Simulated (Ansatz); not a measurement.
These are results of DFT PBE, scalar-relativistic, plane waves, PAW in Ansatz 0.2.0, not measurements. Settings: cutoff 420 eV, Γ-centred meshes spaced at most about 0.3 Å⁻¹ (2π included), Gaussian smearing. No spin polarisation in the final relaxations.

Temperature and zero-point effects are left out.

Two forms of Hf₂SiO₆ were relaxed alike.

A.

```cif
data_structure
_symmetry_space_group_name_H-M 'C2'
_symmetry_Int_Tables_number 5
_cell_length_a 9.7855
_cell_length_b 6.0029
_cell_length_c 6.4128
_cell_angle_alpha 90.000
_cell_angle_beta 90.126
_cell_angle_gamma 90.000
_cell_volume 376.70
loop_
_atom_site_label
_atom_site_type_symbol
_atom_site_symmetry_multiplicity
_atom_site_Wyckoff_symbol
_atom_site_fract_x
_atom_site_fract_y
_atom_site_fract_z
_atom_site_occupancy
Hf1 Hf 4 c 0.25077 0.25009 0.82101 1
Si1 Si 2 b 0.50000 0.99989 0.50000 1
O1 O 4 c 0.59785 0.84242 0.64537 1
O2 O 4 c 0.79908 0.00026 0.00044 1
O3 O 4 c 0.59502 0.15729 0.35088 1
```

B.

```cif
data_structure
_symmetry_space_group_name_H-M 'C222'
_symmetry_Int_Tables_number 21
_cell_length_a 5.9944
_cell_length_b 9.7898
_cell_length_c 6.4192
_cell_angle_alpha 90.000
_cell_angle_beta 90.000
_cell_angle_gamma 90.000
_cell_volume 376.70
loop_
_atom_site_label
_atom_site_type_symbol
_atom_site_symmetry_multiplicity
_atom_site_Wyckoff_symbol
_atom_site_fract_x
_atom_site_fract_y
_atom_site_fract_z
_atom_site_occupancy
Hf1 Hf 4 k 0.25000 0.75000 0.32079 1
Si1 Si 2 b 0.50000 0.00000 0.00000 1
O1 O 8 l 0.65763 0.90355 0.85290 1
O2 O 4 h 0.50000 0.29906 0.50000 1
```

Question: Which would you expect to be lower, and how large is the difference?

Answer: They are level within the accuracy (under 1 meV/atom apart). A has space group C2 (No. 5), 20.9 Å³/atom and a gap of 4.61 eV on its mesh; B has space group C222 (No. 21), 20.9 Å³/atom and a gap of 4.61 eV. Counting O atoms around Hf and Si (those within 1.25 times the shortest such distance or 1.15 times the sum of covalent radii), A and B both have Hf 4, Si 4. Both come from invented guesses.

Spin–orbit coupling, which can matter for Hf, is left out. Kohn–Sham gaps at this level usually fall short of measured ones. With atoms moved at random, C2 came back. Other cells relaxed within their symmetry can be saddle points.
